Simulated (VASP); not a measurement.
Crystal: BaTiO3.

```
CELL_PARAMETERS angstrom
2.82737 1.63238 2.31839
-2.82737 1.63238 2.31839
0.00000 -3.26476 2.31839
ATOMIC_POSITIONS crystal
Ba 0.00000 0.00000 0.00000
Ti 0.48450 0.48450 0.48450
O 0.50860 0.50860 0.01750
O 0.01750 0.50860 0.50860
O 0.50860 0.01750 0.50860
```

- Program: VASP 6.6.1
- Task: relaxation of cell and atoms
- Functional: LDA
- Potentials or basis: VASP PAW LDA potentials, release 64 (Ba_sv, Ti_sv, O)
- Cutoff: 600 eV
- k mesh: 7 × 7 × 7
- Occupations: gaussian, width 0.03 eV
- Spin: no spin polarisation

At the start: pressure -4.1 GPa; volume 12.84 Å³/atom.

Task: Where does the relaxation end?

Result: Over 15 steps the energy falls by 6.1 meV/atom and the volume is 12.42 Å³/atom (-3.2 %); space group R3m (No. 160, to 0.05 Å).

Step by step:
| step | energy change (eV) | largest force (eV/Å) | pressure (GPa) | volume (Å³) |
| --- | --- | --- | --- | --- |
| 1 | 0.0000 | 0.1429 | -4.07 | 64.20 |
| 2 | -0.0014 | 0.5375 | 4.62 | 61.22 |
| 3 | -0.0205 | 0.3218 | 0.15 | 62.66 |
| 4 | -0.0278 | 0.1683 | 0.11 | 62.37 |
| 5 | -0.0293 | 0.0737 | 0.21 | 62.15 |
| 6 | -0.0294 | 0.0783 | 0.23 | 62.16 |
| 7 | -0.0300 | 0.0385 | -0.33 | 62.31 |
| 8 | -0.0300 | 0.0379 | -0.37 | 62.33 |
| 9 | -0.0304 | 0.0275 | -0.09 | 62.21 |
| 10 | -0.0304 | 0.0266 | -0.02 | 62.17 |
| 11 | -0.0304 | 0.0294 | 0.04 | 62.16 |
| 12 | -0.0306 | 0.0223 | 0.03 | 62.14 |
| 13 | -0.0306 | 0.0141 | 0.02 | 62.10 |
| 14 | -0.0306 | 0.0150 | 0.02 | 62.11 |
| 15 | -0.0307 | 0.0019 | -0.05 | 62.12 |

Final structure:
```xyz
5
Lattice="2.7991 1.6160 2.2890 -2.7991 1.6160 2.2890 0.0000 -3.2321 2.2890" Properties=species:S:1:pos:R:3 pbc="T T T"
Ba    0.0000    0.0000    6.8646
Ti    0.0000    0.0000    3.3689
O     0.0000    1.6009    2.3553
O    -1.3864   -0.8005    2.3553
O     1.3864   -0.8005    2.3553
```
